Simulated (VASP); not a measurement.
# MgS (F-43m) in VASP: further runs

The runs below take MgS through single point, with LDA.

Program: VASP 6.6.1. These are calculated values, not measurements. Logs are shortened: lines on timing, memory, paths and dates and some standing lists are left out, and cuts for length are marked.

## (1) The crystal as given

Symmetry: F-43m, No. 216, cubic system. The conventional cell has a = 5.666 Å, b = 5.666 Å, c = 5.666 Å, α = 90.00°, β = 90.00°, γ = 90.00°. Around S (site symmetry -43m) lie 4 Mg at 2.45 Å. Around Mg (site symmetry -43m) lie 4 S at 2.45 Å.

The cell comes from a database or a generator and needn't be the stable form of this composition.

## (2) Single point, LDA

The input, INCAR:

```
PREC = Accurate ; ENCUT = 550
EDIFF = 1E-6 ; ISMEAR = 0
SIGMA = 0.05 ; LREAL = False
LASPH = True ; NELM = 100
ALGO = Normal ; ISIF = 2
LWAVE = False ; LCHARG = False
ADDGRID = False
```

The input, KPOINTS:

```
Automatic mesh
0
Gamma
  5 5 5
```

The input, POSCAR:

```
MgS
1.0
    0.0000000000      2.8331200468      2.8331200468
    2.8331200468      0.0000000000      2.8331200468
    2.8331200468      2.8331200468      0.0000000000
S Mg
1 1
Direct
    0.2346630000      0.2748010000      0.2357280000
   -0.0216520000      0.0237760000     -0.0317750000
```

Potentials or basis: VASP PAW LDA potentials, release 64 (S, Mg).

Started as:

```
$ cat potpaw_LDA.64/S/POTCAR potpaw_LDA.64/Mg/POTCAR > POTCAR
$ mpirun -np 1 vasp_std > vasp.out
```

OUTCAR:

```text
PREC = Accurate
   ENCUT = 550
   EDIFF = 1E-6
   ISMEAR = 0
   LREAL = False
   LASPH = True
   NELM = 100
   ISIF = 2

 Found     63 irreducible k-points:

 Following reciprocal coordinates:
            Coordinates               Weight
  0.000000  0.000000  0.000000      1.000000
  0.200000  0.000000  0.000000      2.000000
  0.000000  0.200000  0.000000      2.000000
  0.000000  0.000000  0.200000      2.000000
  0.200000  0.200000  0.200000      2.000000
  0.400000  0.000000  0.000000      2.000000
   k-points           NKPTS =     63   k-points in BZ     NKDIM =     63   number of bands    NBANDS=      8
   number of dos      NEDOS =    301   number of ions     NIONS =      2
   total plane-waves  NPLWV =  32768
   dimension x,y,z NGX =    32 NGY =   32 NGZ =   32
   dimension x,y,z NGXF=    64 NGYF=   64 NGZF=   64
   ions per type =               1   1
   NGX,Y,Z   is equivalent  to a cutoff of  13.28, 13.28, 13.28 a.u.
   NGXF,Y,Z  is equivalent  to a cutoff of  26.56, 26.56, 26.56 a.u.
 SYSTEM =  unknown system
   PREC   = accura    normal or accurate (medium, high low for compatibility)
   ISTART =      0    job   : 0-new  1-cont  2-samecut
   ICHARG =      2    charge: 1-file 2-atom 10-const
   ISPIN  =      1    spin polarized calculation?
   LNONCOLLINEAR =      F non collinear calculations
   LSORBIT =      F    spin-orbit coupling
   LASPH  =      T    aspherical Exc in radial PAW
   ENCUT  =  550.0 eV  40.42 Ry    6.36 a.u.   7.66  7.66  7.66*2*pi/ulx,y,z
   NELM   =    100;   NELMIN=  2; NELMDL= -5     # of ELM steps
   EDIFF  = 0.1E-05   stopping-criterion for ELM
   LREAL  =      F    real-space projection
   EDIFFG = 0.1E-04   stopping-criterion for IOM
   NSW    =      0    number of steps for IOM
   IBRION =     -1    ionic relax: 0-MD 1-quasi-New 2-CG
   NFREE  =      0    steps in history (QN), initial steepest desc. (CG)
   ISIF   =      2    stress and relaxation
   ISYM   =      2    0-nonsym 1-usesym 2-fastsym
   POTIM  = 0.5000    time-step for ionic-motion
   TEBEG  =    0.0;   TEEND  =   0.0 temperature during run
   PSTRESS=    0.0 pullay stress
   NELECT =       8.0000    total number of electrons
   NUPDOWN=      -1.0000    fix difference up-down
   EMIN   =  10.00;   EMAX   =-10.00  energy-range for DOS
   EFERMI =   0.00;   METHOD = LEGACY
   ISMEAR =     0;   SIGMA  =   0.05  broadening in eV -4-tet -1-fermi 0-gaus
   EFERMI_NEDOS =   21; number of points for ismear=-14 and -15
   IALGO  =     38    algorithm
   IMIX   =      4    mixing-type and parameters
     AMIX     =   0.40;   BMIX     =  1.00
     AMIX_MAG =   1.60;   BMIX_MAG =  1.00
  volume/ion in A,a.u.               =      22.74       153.46
  Fermi-wavevector in a.u.,A,eV,Ry     =   0.917269  1.733386 11.447692  0.841382
  Thomas-Fermi vector in A             =   2.042218
   LORBIT       =      0    0 simple, 1 ext, 2 COOP (PROOUT), +10 PAW based schemes
   GGA     = CA    functional components
   LHFCALC =     F    Hartree Fock is set to
   AEXX    =    0.0000 exact exchange contribution
   IVDW    =     0    specifies the selected vdW correction
   LEPSILON=     F    determine dielectric tensor
   LRPA    =     F    only Hartree local field effects (RPA)
 non-spin polarized calculation
 Gauss-broadening in eV      SIGMA  =   0.05
  energy-cutoff  :      550.00
  volume of cell :       45.48
 maximum number of plane-waves:      1363
   NGX = 15   NGY = 15   NGZ = 15

 number of electron       8.0000000 magnetization

 Free energy of the ion-electron system (eV)
  ---------------------------------------------------
  ext. energy  EPLUGINS =         0.00000000
  ---------------------------------------------------
  free energy    TOTEN  =        -9.35577523 eV

  energy without entropy =       -9.35577523  energy(sigma->0) =       -9.35577523

 E-fermi :   1.2406     XC(G=0):  -8.7513

 val. band max:        1.0017868734   @ k =   0.0000   0.0000   0.0000
 cond. band min:       4.0598105036   @ k =   0.0000   0.0000   0.0000
 fundamental gap:      3.0580236302
 Fermi energy:         1.2405997383

 k-point     1 :       0.0000    0.0000    0.0000
  band No.  band energies     occupation
      1     -10.3495      2.00000
      2       0.7838      2.00000
      3       0.8574      2.00000
      4       1.0018      2.00000
      5       4.0598      0.00000
      6       8.6348      0.00000
      7       8.6401      0.00000
      8       8.6611      0.00000

 k-point     2 :       0.2000    0.0000    0.0000
  band No.  band energies     occupation
      1     -10.1325      2.00000
      2      -0.5809      2.00000
      3       0.6854      2.00000
      4       0.8582      2.00000
      5       5.3277      0.00000
      6       8.3518      0.00000
      7       8.8744      0.00000
      8       9.0044      0.00000

 k-point     3 :       0.0000    0.2000    0.0000
  band No.  band energies     occupation
      1     -10.1331      2.00000
      2      -0.5611      2.00000
      3       0.6691      2.00000
      4       0.8506      2.00000
      5       5.3303      0.00000
      6       8.3505      0.00000
      7       8.8648      0.00000
      8       8.9931      0.00000

 k-point     4 :       0.0000    0.0000    0.2000
  band No.  band energies     occupation
      1     -10.1312      2.00000
      2      -0.6216      2.00000
      3       0.7297      2.00000
      4       0.8632      2.00000
      5       5.3224      0.00000
      6       8.3609      0.00000
      7       8.9137      0.00000
      8       9.0042      0.00000

 k-point     5 :       0.2000    0.2000    0.2000
  band No.  band energies     occupation
      1     -10.1362      2.00000
      2      -0.4623      2.00000
      3       0.6647      2.00000
      4       0.7357      2.00000
      5       5.3429      0.00000
      6       8.3691      0.00000
      7       8.8350      0.00000
      8       8.8971      0.00000

 k-point     6 :       0.4000    0.0000    0.0000
  band No.  band energies     occupation
      1      -9.7270      2.00000
      2      -2.1153      2.00000
      3       0.5065      2.00000
      4       0.6747      2.00000
      5       5.7637      0.00000
      6       8.3751      0.00000
      7       8.5579      0.00000
      8       9.0801      0.00000

 [... further k-points ...]

------------------------ aborting loop because EDIFF is reached ----------------------------------------

  FORCE on cell =-STRESS in cart. coord.  units (eV):
  Direction    XX          YY          ZZ          XY          YZ          ZX
  --------------------------------------------------------------------------------------
  -------------------------------------------------------------------------------------
  Total       -0.6602789     -0.6768226     -0.6385036     -0.0614308     -0.2703733     -0.3574871
  in kB      -23.2601816    -23.8429776    -22.4930835     -2.1640714     -9.5246581    -12.5934881
  external PRESSURE =     -23.1987476 kB  Pullay stress =       0.0000000 kB

 VOLUME and BASIS-vectors are now :
 -----------------------------------------------------------------------------
  energy-cutoff  :      550.00
  volume of cell :       45.48
      direct lattice vectors                 reciprocal lattice vectors
     0.000000000  2.833120047  2.833120047    -0.176483874  0.176483874  0.176483874
     2.833120047  0.000000000  2.833120047     0.176483874 -0.176483874  0.176483874
     2.833120047  2.833120047  0.000000000     0.176483874  0.176483874 -0.176483874

 POSITION                                       TOTAL-FORCE (eV/Angst)
 -----------------------------------------------------------------------------------
      1.44639      1.33267      1.44337        -0.256628     -0.340973     -0.046522
      2.81046      5.51487      2.83914         0.256628      0.340973      0.046522
 -----------------------------------------------------------------------------------
    total drift:                                0.000066      0.000035      0.000032

  FREE ENERGIE OF THE ION-ELECTRON SYSTEM (eV)
  ---------------------------------------------------
  free  energy   TOTEN  =        -9.3557752256 eV

  energy  without entropy=       -9.3557752256  energy(sigma->0) =       -9.35577523
```

Run time: 13 s. Hardware: 1 thread of Intel Xeon Platinum 8488C (Sapphire Rapids), shared host; peak memory 0.16 GiB.

The run converged, but some of its settings lie outside the range that counts as converged, so its numbers aren't taken as properties of the crystal.

What came out:

| Property | Result |
| --- | --- |
| Free energy | -9.3558 eV |
| Pressure | -2.3 GPa |
| Largest force | 0.429 eV/Å |
| Band gap on the k mesh | 3.06 eV, direct |

## (3) Single point, LDA

INCAR, as its differences from that of step 2:

```diff
@@ -1,2 +1,2 @@
-PREC = Accurate ; ENCUT = 550
+PREC = Accurate ; ENCUT = 300
 EDIFF = 1E-6 ; ISMEAR = 0
```

The input, KPOINTS:

```
Automatic mesh
0
Gamma
  7 7 7
```

The input, POSCAR:

```
MgS
1.0
    0.0000000000      2.8331200468      2.8331200468
    2.8331200468      0.0000000000      2.8331200468
    2.8331200468      2.8331200468      0.0000000000
S Mg
1 1
Direct
    0.2500000000      0.2500000000      0.2500000000
    0.0000000000      0.0000000000      0.0000000000
```

Potentials or basis: VASP PAW LDA potentials, release 64 (S, Mg).

Started as:

```
$ cat potpaw_LDA.64/S/POTCAR potpaw_LDA.64/Mg/POTCAR > POTCAR
$ mpirun -np 1 vasp_std > vasp.out
```

It took 2.3 s on 1 thread of Intel Xeon Platinum 8488C (Sapphire Rapids), shared host; peak memory 0.12 GiB.

The run converged, but some of its settings lie outside the range that counts as converged, so its numbers aren't taken as properties of the crystal.

Results:

```yaml
Free_energy: -9.3762 eV
Pressure: -2.6 GPa
Band_gap_on_the_k_mesh: 3.18 eV, direct
```

Caveat: the cutoff is under 1.25 times the usual one of these potentials, so pressure, stress and relaxed cells hold a basis-set (Pulay) error.

## (4) Single point, LDA

INCAR is that of step 3.

KPOINTS is that of step 3.

The input, POSCAR:

```
MgS
1.0
    0.0000000000      2.8331200468      2.8331200468
    2.8331200468      0.0000000000      2.8331200468
    2.8331200468      2.8331200468      0.0000000000
S Mg
1 1
Direct
    0.2346630000      0.2748010000      0.2357280000
   -0.0216520000      0.0237760000     -0.0317750000
```

Started as:

```
$ cat potpaw_LDA.64/S/POTCAR potpaw_LDA.64/Mg/POTCAR > POTCAR
$ mpirun -np 1 vasp_std > vasp.out
```

Run time: 10 s. Hardware: 1 thread of Intel Xeon Platinum 8488C (Sapphire Rapids), shared host; peak memory 0.14 GiB.

The run converged, but some of its settings lie outside the range that counts as converged, so its numbers aren't taken as properties of the crystal.

Results:

```yaml
Free_energy: -9.3569 eV
Pressure: -2.5 GPa
Largest_force: 0.430 eV/Å
Band_gap_on_the_k_mesh: 3.06 eV, direct
```

Caveat: the cutoff is under 1.25 times the usual one of these potentials, so pressure, stress and relaxed cells hold a basis-set (Pulay) error.

## (5) Single point, LDA

INCAR, as its differences from that of step 4:

```diff
@@ -1,2 +1,2 @@
-PREC = Accurate ; ENCUT = 300
+PREC = Accurate ; ENCUT = 450
 EDIFF = 1E-6 ; ISMEAR = 0
```

The input, KPOINTS:

```
Automatic mesh
0
Gamma
  6 6 6
```

The input, POSCAR:

```
MgS
1.0
    0.0000000000      2.8331200468      2.8331200468
    2.8331200468      0.0000000000      2.8331200468
    2.8331200468      2.8331200468      0.0000000000
S Mg
1 1
Direct
    0.2500000000      0.2500000000      0.2500000000
    0.0000000000      0.0000000000      0.0000000000
```

Started as:

```
$ cat potpaw_LDA.64/S/POTCAR potpaw_LDA.64/Mg/POTCAR > POTCAR
$ mpirun -np 1 vasp_std > vasp.out
```

Run time: 4.2 s. Hardware: 1 thread of Intel Xeon Platinum 8488C (Sapphire Rapids), shared host; peak memory 0.13 GiB.

The run converged, but some of its settings lie outside the range that counts as converged, so its numbers aren't taken as properties of the crystal.

What came out:

```yaml
Free_energy: -9.3772 eV
Pressure: -2.5 GPa
Band_gap_on_the_k_mesh: 3.18 eV, direct
```

## (6) Single point, LDA

INCAR is that of step 5.

KPOINTS is that of step 5.

The input, POSCAR:

```
MgS
1.0
    0.0000000000      2.8331200468      2.8331200468
    2.8331200468      0.0000000000      2.8331200468
    2.8331200468      2.8331200468      0.0000000000
S Mg
1 1
Direct
    0.2346630000      0.2748010000      0.2357280000
   -0.0216520000      0.0237760000     -0.0317750000
```

Potentials or basis: VASP PAW LDA potentials, release 64 (S, Mg).

Started as:

```
$ cat potpaw_LDA.64/S/POTCAR potpaw_LDA.64/Mg/POTCAR > POTCAR
$ mpirun -np 1 vasp_std > vasp.out
```

It took 17 s on 1 thread of Intel Xeon Platinum 8488C (Sapphire Rapids), shared host; peak memory 0.16 GiB.

These settings aren't checked as converged: the numbers below hold their error.

Results:

```yaml
Free_energy: -9.3579 eV
Pressure: -2.3 GPa
Largest_force: 0.429 eV/Å
Band_gap_on_the_k_mesh: 3.06 eV, direct
```

## (7) The reference run

An earlier run on the cell as given: functional PBEsol; potentials or basis VASP PAW PBE potentials, release 64 (S, Mg); cutoff 520 eV; k mesh 8 × 8 × 8; occupations fermi-dirac, width 0.05 eV; no spin polarisation.

* Pressure: -0.5 GPa
* Band gap on the k mesh: 3.29 eV, direct
